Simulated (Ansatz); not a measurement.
Here is an Ansatz 0.2.0 calculation.

Contents of input.yaml:

```yaml
crystal:
  lattice:
    - [-1.65128, 1.65128, 1.65128]
    - [1.65128, -1.65128, 1.65128]
    - [1.65128, 1.65128, -1.65128]
  atoms:
    - { symbol: Ta, position: [0.0, 0.0, 0.0] }
hamiltonian:
  xc: rpbe
  pseudopotentials: { kind: paw }
kpoints:
  mp_grid: { grid: [11, 11, 11] }
scf:
  occupations: { method: fermi_dirac, width: 0.05 }
output:
  forces: true
  stress: true
  eigenvalues: true
relax:
  f_tol: 0.01
  max_steps: 40
  cell: { stress_tol: 0.05 }
```

Potentials or basis: Ansatz PAW.

Launch:

```console
$ ansatz run input.yaml --threads 2 --pin off --max-ram 5632MiB --backend cpu --events-out ev --progress --plain --runs-dir out
```

Problem. What does it give for the band gap on the k mesh?

Solution. None (metal or under the smearing width).

Problem. What does it give for the relaxed cell?

Solution. a = 2.890 Å, b = 2.890 Å, c = 2.890 Å, α = 109.47°, β = 109.47°, γ = 109.47°.

Problem. Predict the space group after relaxing (to 0.05 Å).

Solution. Im-3m (No. 229).

Final structure:
```
Ta
1.0
    -1.66839    1.66839    1.66839
     1.66839   -1.66839    1.66839
     1.66839    1.66839   -1.66839
Ta
1
Direct
  0.00000 0.00000 0.00000
```

 RPBE and its kin give volumes clearly too large for solids.
